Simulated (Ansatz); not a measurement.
# Sb: equation of state with PBE

Sb:

```xyz
2
Lattice="3.3545 0.0000 0.0000 -1.6773 2.9051 0.0000 0.0000 0.0000 5.4702" Properties=species:S:1:pos:R:3 pbc="T T T"
Sb    1.6773    0.9684    4.1026
Sb    0.0000    1.9367    1.3675
```

This isn't the form of Sb at room conditions, which is rhombohedral.

```json
{
 "Program": "Ansatz 0.2.0",
 "Task": "equation of state",
 "Functional": "PBE",
 "Potentials or basis": "Ansatz PAW",
 "Cutoff": "420 eV",
 "Density cutoff": "1680 eV",
 "k mesh": "9 × 9 × 5",
 "Occupations": "fermi-dirac, width 0.05 eV",
 "Spin": "no spin polarisation"
}
```

The equilibrium volume is 27.31 Å³/atom, the bulk modulus at fixed shape and positions is 58 GPa and the pressure derivative of the bulk modulus is 4.2 (rough: it moves with the points fitted).

Energy against volume, from the lowest point:
```tsv
volume (Å³/atom)	energy (meV/atom)
25.055	39.20
25.588	21.93
26.121	10.04
26.654	2.88
27.187	0.00
27.720	1.01
28.253	5.57
```

All runs of the series together: 7.4 s on 2 threads of Arm Neoverse V1 (shared host).

Caveat: the cell was scaled at fixed shape and fractional positions, which overstates the stiffness of a crystal with free parameters, most of all of layers and chains. The run has no spin-orbit coupling, so splittings on Sb are missing.
